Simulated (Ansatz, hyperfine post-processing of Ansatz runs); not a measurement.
# BaTiO3: muon and muonium states

Wanted: stable muon positions in BaTiO3, their energies and their couplings to electrons and nuclei. The muon is a hydrogen atom in the runs.

Calculated with Ansatz 0.2.0; DFT, PBE, plane-wave PAW, PAW set soft_2, collinear spin, scalar-relativistic.

The database entry behind the starting cell differs from later determinations by our own check (c/a about 0.6 % short), so it need not match the best structure at ambient conditions.

In doubt: warnings of the run leave room for a lower electronic state (step 2), so energies may not be the lowest and differences between runs may mislead.

## 1. The structure

The cell holds 21 atoms: 4 Ba, 4 Ti, 12 O and 1 H. Its edges and angles: a = 6.938 Å, b = 6.938 Å, c = 6.938 Å, α = 70.8°, β = 109.6°, γ = 70.4°. It derives from BaTiO3. Nearest the centre at fractional (0.073, 1.067, 0.670): H21 at 0.63 Å, O9 at 0.97 Å, Ti5 at 1.59 Å, O13 at 1.74 Å, O20 at 2.46 Å, O17 at 2.48 Å, Ba4 at 2.52 Å, Ba1 at 2.70 Å.

## 2. Start at (0.101, 1.119, 0.726), neutral cell

The electron is added to the relaxed positive state, to see whether it binds there.

The input, input.yaml:

```yaml
crystal:
  lattice:
    - [-3.9998, 3.9998, -4.018]
    - [-3.9998, -3.9998, -4.018]
    - [-3.9998, -3.9998, 4.018]
  atoms:
    - { symbol: Ba, position: [-0.0021419919, 0.5109801665, 0.481254551] }
    - { symbol: Ba, position: [0.4956208116, 0.4992180997, -0.0057994768] }
    - { symbol: Ba, position: [0.4976170888, -0.0047948724, 0.4978650253] }
    - { symbol: Ba, position: [-0.0004041839, -0.0207697364, 0.0121469861] }
    - { symbol: Ti, position: [-0.0063490884, -0.004366808, 0.4738995573] }
    - { symbol: Ti, position: [0.5146040984, 0.0002207957, 0.9984964633] }
    - { symbol: Ti, position: [0.5086112582, 0.4914118984, 0.4852885413] }
    - { symbol: Ti, position: [-0.0021511405, 0.4908659819, 0.9763804042] }
    - { symbol: O, position: [0.2441999076, 0.9931693045, 0.7560144828] }
    - { symbol: O, position: [0.7419271282, 0.9971662852, 0.2544716365] }
    - { symbol: O, position: [0.7482812035, 0.4928694033, 0.7609592528] }
    - { symbol: O, position: [0.2606060639, 0.4861066272, 0.2642310896] }
    - { symbol: O, position: [0.7660296138, 0.2392374441, 0.522111616] }
    - { symbol: O, position: [0.2389785721, 0.2406401474, -0.0018171815] }
    - { symbol: O, position: [0.2414999964, 0.7495602962, 0.5062522923] }
    - { symbol: O, position: [0.7355056963, 0.7516580453, 0.0032901203] }
    - { symbol: O, position: [-0.0047965189, 0.237410734, 0.2591965744] }
    - { symbol: O, position: [0.4984440912, 0.2380545709, 0.7637363867] }
    - { symbol: O, position: [0.5003203628, 0.7371997131, 0.2635195519] }
    - { symbol: O, position: [-0.0041734275, 0.736870421, 0.7588084606] }
    - { symbol: H, position: [0.1009804584, 1.1187114822, 0.7257736661], spin: 0.8 }
magnetization:
  spin_polarized: true
kpoints:
  mp_grid: { grid: [2, 2, 2] }
scf:
  lower_state_search: "off"
  occupations: { method: fermi_dirac, width: 0.02 }
hamiltonian:
  xc: pbe
output:
  efg:
    contact_densities: true
    quadrupole_moments_barn: { Ba: 0.236, Ti: 0.302, O: -0.02558 }
  forces: true
# [... lines on directions and stored grids left out ...]
relax:
  f_tol: 0.03
  max_steps: 35
```

Run with:

```sh
ansatz run input.yaml --threads 2 --pin off --max-ram 5120MiB --backend cpu --events-out ev --progress --plain --runs-dir out
```

Numbers of over 12 decimals in the logs are rounded to 6 here.

What it wrote:

```text
Ba: output.efg is read without spin–orbit coupling, which moves field gradients at and beside such atoms by some per cent and up to a factor of two; PAW files take it under magnetization.noncollinear and magnetization.spin_orbit
Engine: ansatz 0.2.0, aarch64-unknown-linux-gnu
Pseudopotentials: kind: paw
Pseudopotential: Ba, paw, valence charge 10, recommended cutoff 420 eV (normal), Ba.paw.azcp
Pseudopotential: Ti, paw, valence charge 12, recommended cutoff 420 eV (normal), Ti.paw.azcp
Pseudopotential: O, paw, valence charge 6, recommended cutoff 420 eV (normal), O.paw.azcp
Pseudopotential: H, paw, valence charge 1, recommended cutoff 420 eV (normal), H.paw.azcp
Functional definition: PBE
  parameter kappa = 0.804
  parameter beta = 0.066725
  exchange = pbe_x(kappa = kappa, mu = beta*pi^2/3)
  correlation = pbe_c(beta = beta)
Crystal: 21 atoms, lattice volume = 257.126 Å³
Basis set: ecut = 420 eV, 5017 PW (Γ), exchange–correlation on 96×96×96 points (8 copies of the dense FFT grid, shifted against one another)
Bands: 102, of which v1, the nominal top of the filled ones, is band 81 counted from 1 (80 counted from 0)
Symmetry: 1 space group operations
Space group: P1 (ITA 1), of the structure as read, at distance tolerance 6.4e-5 Å
Magnetic group: BNS 1.1 (UNI 1), of the structure as read, at distance tolerance 6.4e-5 Å
k-points: 8
Non-local potential: Ba, projectors of the file, l = 0: 3, l = 1: 2, l = 2: 2, l = 3: 2
Non-local potential: Ti, projectors of the file, l = 0: 3, l = 1: 2, l = 2: 3, l = 3: 1
Non-local potential: O, projectors of the file, l = 0: 2, l = 1: 2, l = 2: 1
Non-local potential: H, projectors of the file, l = 0: 2, l = 1: 1
PAW form: soft (Blöchl's): semilocal exchange-correlation on the pseudo side does not see the compensation charge
PAW one-centre angular grid: Ba, 194 points (default); XC on 64 Gauss nodes
PAW one-centre angular grid: Ti, 590 points (default); XC on 64 Gauss nodes
PAW one-centre angular grid: O, 110 points (default); XC on 64 Gauss nodes
PAW one-centre angular grid: H, 110 points (default); XC on 64 Gauss nodes
Initial density: superposition of atomic densities (chi_scale 0.1, normalization cell, long waves kept (reshape's long-wave potential 0.01 eV rms))
Starting moments: Σ|m| = 0.8 μB on 1 of 21 sites
Initial wavefunctions: pseudopotential atomic-orbital guess
Functional: x = pbe(κ = 0.804, μ = 0.219515), c = pbe(β = 0.066725)
SCF iter   1: F=—  HF=-40653.457034 eV  |F-HF|=—  |Δ(HF+E_count)|=         —  Δρ=2.73e-2 (↑2.73e-2 ↓2.57e-2)  dr2=6.69e0  dr2_m=2.47e-1  M=0.021 μB ∫|m|=0.191 μB  β_m=0.30  ethr=3.10e-3  ⟨swp⟩=6.4  Hψ=7058  notcnv=0  defer=26
[...]
Harris-Foulkes:  -40652.969959 eV  (|F-HF|=5.09e-11)
Internal energy: -40652.961629 eV  (E = F + TS)
E sigma→0 (E₀):  -40652.965794 eV
Entropy (-TS):   -0.008330 eV (-0.397 meV/atom)
Fermi energy:    12.638223 eV
[...]
--- Forces (eV/Å), atoms counted from 1 ---
  atom   1  Ba    -0.00016692     0.00020502     0.00093141
  atom   2  Ba    -0.00055170     0.00060027    -0.00116019
  atom   3  Ba    -0.00106709    -0.00131282     0.00131923
  atom   4  Ba     0.00069630    -0.00154615     0.00111432
  atom   5  Ti     0.00000178     0.00339747    -0.00176360
  atom   6  Ti     0.00066953     0.00106765     0.00164930
  atom   7  Ti     0.00090522    -0.00121097     0.00117592
  atom   8  Ti     0.00156140    -0.00285134     0.00130619
[...]
atom  18  O     -0.00179657     0.00028156    -0.00284049
  atom  19  O     -0.00171167    -0.00015041     0.00103890
  atom  20  O      0.00015170     0.00009766    -0.00030979
  atom  21  H     -0.01006780     0.01064338     0.00046337
  max |Σ_I F_I| component: 1.32e-5 eV/Å
--- PAW observables at the nuclei: V_zz in 10²¹ V/m², potentials from the cell's mean, atoms counted from 1 ---
[...]
atom   6  Ti V_zz =    +1.875189   η = 0.7660   by run symmetry: allowed   C_q = +13.6932 MHz
            electrostatic potential = -2530.739618 V   contact ρ = 56789.648505 e/Å³   contact ρ_s (e/Å³): all electrons +0.000042, valence -0.000028
[...]
atom   8  Ti V_zz =    -1.132025   η = 0.3796   by run symmetry: allowed   C_q = -8.2664 MHz
            electrostatic potential = -2530.661580 V   contact ρ = 56789.328591 e/Å³   contact ρ_s (e/Å³): all electrons +0.000041, valence -0.000027
[...]
--- Band table (eV; the first three rows and the last of 16) ---
[...]
--- Relaxed structure (7 steps of the walk, 7 accepted, 0 SCFs on fresh bases) ---
  F+E_penalty+E_count = -40652.96995850 eV   max|allowed force component| = 1.554e-2 eV/Å
  atoms:
    - { symbol: Ba, position: [-0.00355938, 0.509323, 0.488767] }
    - { symbol: Ba, position: [0.496607, 0.496312, 0.00215119] }
    - { symbol: Ba, position: [0.496609, -0.00404834, 0.502460] }
    - { symbol: Ba, position: [-0.00347687, -0.017223, 0.015328] }
    - { symbol: Ti, position: [-0.011293, -0.012012, 0.486404] }
    - { symbol: Ti, position: [0.505214, -0.00349776, 1.010966] }
    - { symbol: Ti, position: [0.508310, 0.489302, 0.506910] }
    - { symbol: Ti, position: [-0.00246588, 0.491936, 0.999132] }
    - { symbol: O, position: [0.247632, 0.993867, 0.751116] }
    - { symbol: O, position: [0.744353, 0.996964, 0.250865] }
    - { symbol: O, position: [0.747235, 0.494909, 0.751711] }
    - { symbol: O, position: [0.253294, 0.489209, 0.252076] }
    - { symbol: O, position: [0.766781, 0.238439, 0.514942] }
    - { symbol: O, position: [0.244937, 0.240755, -0.00455828] }
    - { symbol: O, position: [0.245769, 0.745737, 0.501203] }
    - { symbol: O, position: [0.744025, 0.746765, 0.000437612] }
    - { symbol: O, position: [-0.0034671, 0.241116, 0.250028] }
    - { symbol: O, position: [0.500702, 0.242853, 0.754997] }
    - { symbol: O, position: [0.500740, 0.744489, 0.253333] }
    - { symbol: O, position: [-0.00346784, 0.743862, 0.747253] }
    - { symbol: H, position: [0.098732, 1.112364, 0.720559] }
[key lines of the parts left out:]
SCF converged after 8 iterations
Magnetization: -0.0001 μB (80.4999 up, 80.5001 down)
Free energy (F): -40652.969959 eV
```

Elapsed: 3.7 min, on 2 threads of Arm Neoverse V1, shared host; peak memory 0.91 GiB.

Step by step:

| step | energy less that of the first step (eV) | largest force component (eV/Å) |
| --- | --- | --- |
| 1 | 0.0000 | 0.8052 |
| 2 | -0.0690 | 0.6540 |
| 3 | -0.2192 | 0.3096 |
| 4 | -0.3207 | 0.2246 |
| 5 | -0.3285 | 0.1258 |
| 6 | -0.3322 | 0.1199 |
| 7 | -0.3326 | 0.0155 |

The atoms that moved most (Å):

| atom | dx | dy | dz | length |
| --- | --- | --- | --- | --- |
| Ti8 | -0.094 | -0.097 | 0.088 | 0.161 |
| Ti7 | -0.077 | -0.079 | 0.097 | 0.147 |
| Ti6 | 0.003 | -0.073 | 0.103 | 0.126 |
| Ti5 | 0.000 | -0.039 | 0.101 | 0.108 |
| O20 | 0.015 | 0.021 | -0.077 | 0.082 |
| O19 | 0.010 | 0.013 | -0.072 | 0.074 |
| O12 | 0.065 | 0.007 | -0.032 | 0.073 |
| O16 | -0.003 | 0.065 | -0.026 | 0.070 |

Final coordinates:

```xyz
21
Lattice="-3.9998 3.9998 -4.0180 -3.9998 -3.9998 -4.0180 -3.9998 -3.9998 4.0180" Properties=species:S:1:pos:R:3 pbc="T T T"
Ba   -3.9779   -4.0064   -0.0683
Ba   -3.9801   -0.0074   -3.9809
Ba   -3.9799   -0.0072    0.0398
Ba    0.0215   -0.0063    0.1448
Ti   -1.8523   -1.9426    2.0480
Ti   -6.0504   -2.0089    2.0462
Ti   -6.0178   -1.9515   -1.9716
Ti   -5.9541   -5.9738    2.0478
O    -7.9701   -5.9891   -1.9704
O    -7.9683   -2.0138   -5.9886
O    -7.9750   -1.9974   -1.9706
O    -3.9781   -1.9519   -1.9705
O    -6.0803    0.0536   -1.9699
O    -1.9244    0.0350   -1.9698
O    -5.9705   -4.0045   -1.9700
O    -5.9646   -0.0127   -5.9882
O    -1.9506   -1.9783    0.0497
O    -5.9939   -1.9885    0.0460
O    -5.9939   -1.9882   -3.9854
O    -5.9503   -5.9780    0.0276
H    -7.7262   -6.9364   -1.9710
```

Nearest to the muon at the end: O 0.98 Å, O 1.93 Å, Ti 2.12 Å, Ba 2.38 Å, Ba 2.38 Å, O 2.43 Å. The cell's moment is 0.00 μB: the start moment was lost and the run ended unpolarised, so it gives no muonium coupling; whether a polarised solution lies lower at this site wasn't tested.

## 3. The sites together

| start | cell charge | energy above the lowest of this charge (eV) | nearest atoms (Å) | A_iso (MHz) | Δ (μs⁻¹) |
| --- | --- | --- | --- | --- | --- |
| 1 | +1 | 0.00 | O 0.97, O 1.95 | - | 0.031 |
| 1 | 0 | 0.00 | O 0.98, O 1.95 | - | - |
| 2 | +1 | 0.00 | O 0.97, O 1.95 | - | 0.031 |
| 2 | 0 | 0.00 | O 0.98, O 1.93 | - | - |

## 4. Outcome

```json
{
 "lowest site found, positive muon": "O 0.97, O 1.95 Å; Δ 0.031 μs⁻¹",
 "lowest site found, neutral cell": "O 0.98, O 1.93 Å; no coupling read"
}
```

In words: The positive muon binds to one O at 0.97 Å. In zero field the polarisation of the positive muon would relax on a scale of 1/Δ = 32 μs. Only a few starting points were tried, so a lower site may exist. The muon is held at rest: its zero-point motion, several tenths of an eV, can reorder sites and changes contact couplings. A charged cell sits in a uniform background, and the muon's images lie only 6.9 Å apart, which can shift site energies by tenths of an eV. Semilocal functionals tend to spread the electron of a neutral centre too far.

[Logs are printed without paths, hosts, clocks, repeated set-up lines and the standing remarks that a program may print on its own settings, such as how far it seeks lower states.]

[Hosts, paths, dates, database ids (printed as entryN), source tags and the programs' standing remarks are cut or masked in the printed files.]
